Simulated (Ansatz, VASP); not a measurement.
This is a calculation of BiTe for Ansatz 0.2.0.

The input input.yaml:

```yaml
crystal:
  lattice:
    - [0.0, 3.235, 3.235]
    - [3.235, 0.0, 3.235]
    - [3.235, 3.235, 0.0]
  atoms:
    - { symbol: Bi, position: [0.0, 0.0, 0.0] }
    - { symbol: Te, position: [0.5, 0.5, 0.5] }
hamiltonian:
  xc: pbesol
  pseudopotentials: { kind: paw }
  dispersion: d3bj
kpoints:
  mp_grid: { grid: [7, 7, 7] }
scf:
  occupations: { method: fermi_dirac, width: 0.05 }
output:
  forces: true
  stress: true
  eigenvalues: true
relax:
  f_tol: 0.01
  max_steps: 40
  cell: { stress_tol: 0.05 }
```

Potentials or basis: Ansatz PAW.

Launch:

```sh
$ ansatz run input.yaml --threads 2 --pin off --max-ram 5632MiB --backend cpu --events-out ev --progress --plain --runs-dir out
```

Q: Set up the same calculation for VASP 6.6.1. Potentials there: VASP PAW PBE potentials, release 64 (Bi_d, Te).

A: As run (the cutoff follows the program's own potentials):

INCAR

```
ALGO     = Normal         # electronic algorithm
EDIFF    = 1E-6           # SCF threshold, eV
EDIFFG   = -0.01          # ionic threshold
ENCUT    = 600            # plane-wave cutoff, eV
GGA      = PS             # functional
IBRION   = 2              # ionic algorithm
ISIF     = 3              # what is computed and relaxed
ISMEAR   = -1             # smearing method
IVDW     = 12             # dispersion correction
LASPH    = True           # aspherical terms in the spheres
LCHARG   = False          # write CHGCAR
LREAL    = False          # projectors in reciprocal space
LWAVE    = False          # write WAVECAR
NELM     = 60             # most SCF steps
NSW      = 60             # ionic steps
PREC     = Accurate       # precision mode
SIGMA    = 0.05           # smearing width, eV
```

The input KPOINTS:

```
k-points
0
Gamma
  7 7 7
```

The input POSCAR:

```
BiTe
1.0
    0.0000000000      3.2350000000      3.2350000000
    3.2350000000      0.0000000000      3.2350000000
    3.2350000000      3.2350000000      0.0000000000
Bi Te
1 1
Direct
    0.0000000000      0.0000000000      0.0000000000
    0.5000000000      0.5000000000      0.5000000000
```

Potentials or basis: VASP PAW PBE potentials, release 64 (Bi_d, Te).

The run is started by

```sh
$ cat potpaw_PBE.64/Bi_d/POTCAR potpaw_PBE.64/Te/POTCAR > POTCAR
$ mpirun -np 1 vasp_std > vasp.out
```

Both were run:

|  | VASP | Ansatz | Ansatz less VASP |
| --- | --- | --- | --- |
| gap on the k mesh at the Fermi level, each at its own relaxed structure (eV) | none | none | - |
| relaxed volume (Å³/atom) | 31.48 | 31.47 | -0.008 |
| relaxed cell length with the largest relative difference (Å) | 4.465 | 4.465 | -0.0004 |
| energy change over the relaxation (meV/atom) | -29 | -29 | -0.2 |

A gap of «none» marks a metal or a gap that the smearing closes. The two sets of potentials don't hold the same shells in valence.

Caveats: spin-orbit coupling is left out, which moves the levels of the heavy elements; pairwise dispersion overbinds metals, which lowers pressure and volume; the PAW data sets were made with another functional, which shifts forces and pressure a little (VASP); the plane-wave basis is chosen anew once the cell has moved, so the energies of steps on either side of that aren't comparable (Ansatz); the PAW data sets come from PBE, with cores solved anew for the run's functional, which leaves a small shift of forces and pressure (Ansatz).
